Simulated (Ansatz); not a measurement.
Take a crystal in which C has been replaced by Pb on all its sites, with the cell rescaled by a rough guess (in some cases also distorted within its space group) and nothing relaxed:

```
Pb
1.0
     0.00000    2.75636    2.75636
     2.75636    0.00000    2.75636
     2.75636    2.75636    0.00000
Pb
2
Direct
  0.50000 0.50000 0.50000
  0.75000 0.75000 0.75000
```

Level of theory: DFT PBE, scalar-relativistic, plane waves, PAW (Ansatz).

Plane waves to 420 eV, a k mesh through Γ of 14×14×14 on the computed 2-atom cell and Gaussian smearing (0.10 eV); no spin polarisation.

(1) What pressure does the cell carry?

(2) Is it a metal on this mesh?

Spin-orbit coupling is left out, which matters for the bands of heavy elements.

## Answers

(1) The pressure is 114.8 GPa (positive in compression), so the cell would expand.

(2) Yes, a band crosses the Fermi level.

This diamond-type form isn't the element's structure at ambient conditions.